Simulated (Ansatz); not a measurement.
# Cubic perovskite LaAlO3 (cubic high-temperature phase)

Level of theory: PBE-D3(BJ) (Ansatz, a first-principles code, PAW).

Numerical settings: plane-wave cutoff 500 eV, 8×8×8 k mesh, gaussian smearing 0.02 eV, scalar-relativistic PAW data made under PBE.

Cell (relaxed at this level):

```cif
data_AlLaO3
_chemical_formula_sum 'La1 Al1 O3'
_space_group_name_H-M_alt 'P 1'
_space_group_IT_number 1
_cell_length_a 3.78564
_cell_length_b 3.78564
_cell_length_c 3.78564
_cell_angle_alpha 90.000
_cell_angle_beta 90.000
_cell_angle_gamma 90.000
loop_
_space_group_symop_operation_xyz
  'x, y, z'
loop_
_atom_site_label
_atom_site_type_symbol
_atom_site_fract_x
_atom_site_fract_y
_atom_site_fract_z
_atom_site_occupancy
La1 La 0.00000 0.00000 0.00000 1
Al1 Al 0.50000 0.50000 0.50000 1
O1 O 0.50000 0.00000 0.50000 1
O2 O 0.00000 0.50000 0.50000 1
O3 O 0.50000 0.50000 0.00000 1
```

For cubic perovskite LaAlO3 (cubic high-temperature phase), the band gap comes out as 3.54 eV (on the SCF k mesh).

Note: the relaxation could not lower the start's symmetry, so the cell can be a saddle point above a distorted one.

Spin–orbit coupling is not included.

Cost on a shared machine: about 19 core-seconds (a rough figure).
